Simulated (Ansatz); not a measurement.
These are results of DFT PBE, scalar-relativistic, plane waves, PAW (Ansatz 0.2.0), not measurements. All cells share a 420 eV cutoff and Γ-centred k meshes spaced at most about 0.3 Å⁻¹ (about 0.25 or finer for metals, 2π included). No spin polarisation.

Temperature and zero-point effects are left out.

Two forms of Si₅N were relaxed alike.

A.

```cif
data_structure
_symmetry_space_group_name_H-M 'P3m1'
_symmetry_Int_Tables_number 156
_cell_length_a 3.7097
_cell_length_b 3.7097
_cell_length_c 8.6106
_cell_angle_alpha 90.000
_cell_angle_beta 90.000
_cell_angle_gamma 120.000
_cell_volume 102.62
loop_
_atom_site_label
_atom_site_type_symbol
_atom_site_symmetry_multiplicity
_atom_site_Wyckoff_symbol
_atom_site_fract_x
_atom_site_fract_y
_atom_site_fract_z
_atom_site_occupancy
Si1 Si 1 b 0.33333 0.66667 0.31057 1
Si2 Si 1 b 0.33333 0.66667 0.58482 1
Si3 Si 1 c 0.66667 0.33333 0.68470 1
Si4 Si 1 c 0.66667 0.33333 0.95927 1
Si5 Si 1 a 0.00000 0.00000 0.21093 1
N1 N 1 a 0.00000 0.00000 0.99971 1
```

B.

```cif
data_structure
_symmetry_space_group_name_H-M 'P1'
_symmetry_Int_Tables_number 1
_cell_length_a 5.7669
_cell_length_b 5.9311
_cell_length_c 6.2601
_cell_angle_alpha 69.695
_cell_angle_beta 82.123
_cell_angle_gamma 86.192
_cell_volume 198.88
loop_
_atom_site_label
_atom_site_type_symbol
_atom_site_symmetry_multiplicity
_atom_site_Wyckoff_symbol
_atom_site_fract_x
_atom_site_fract_y
_atom_site_fract_z
_atom_site_occupancy
Si1 Si 1 a 0.89608 0.92793 0.99909 1
Si2 Si 1 a 0.39398 0.91379 0.01639 1
Si3 Si 1 a 0.94528 0.30375 0.37330 1
Si4 Si 1 a 0.35312 0.24589 0.39941 1
Si5 Si 1 a 0.45992 0.31220 0.00886 1
Si6 Si 1 a 0.87963 0.33279 0.98733 1
Si7 Si 1 a 0.68501 0.98955 0.56120 1
Si8 Si 1 a 0.20028 0.59391 0.78561 1
Si9 Si 1 a 0.79416 0.69030 0.38792 1
Si10 Si 1 a 0.38933 0.63591 0.40505 1
N1 N 1 a 0.66698 0.87393 0.86184 1
N2 N 1 a 0.16956 0.84672 0.88065 1
```

Task: Which is lower in energy, and by how much?

Result: B is lower, by 207 meV/atom. A has space group P3m1 (No. 156), 17.1 Å³/atom and no gap on its mesh; B has space group P1 (No. 1), 16.6 Å³/atom and a gap of 0.59 eV. Counting Si atoms around N (those within 1.25 times the shortest such distance or 1.15 times the sum of covalent radii; a plus sign parts nearer from farther groups), A has N 1+3 and B has N 3. A holds Si–Si nets (shortest 2.31 Å); B holds Si–Si bonds in all directions (shortest 2.34 Å). The denser one is the lower, and pressure would at first widen the difference. In A, Si on its first site has 4 Si at 2.31–2.36 Å; around Si on its second site lie 4 Si at 2.31–2.36 Å; N is surrounded by 1 Si at 1.82 Å and 3 Si at 2.17 Å; 3 more sites not described. In B, around Si on its first site lie 2 N at 1.76–1.77 Å and 2 Si at 2.37 Å; Si on its second site is surrounded by 2 N at 1.78 Å and 2 Si at 2.40–2.42 Å; N on its first site has 3 Si at 1.76–1.78 Å; 9 more sites not described. Origin: A, invented; B, invented, then shaken at random and relaxed again.

Kohn–Sham gaps at this level usually fall short of measured ones. Cells relaxed within their symmetry can be saddle points.
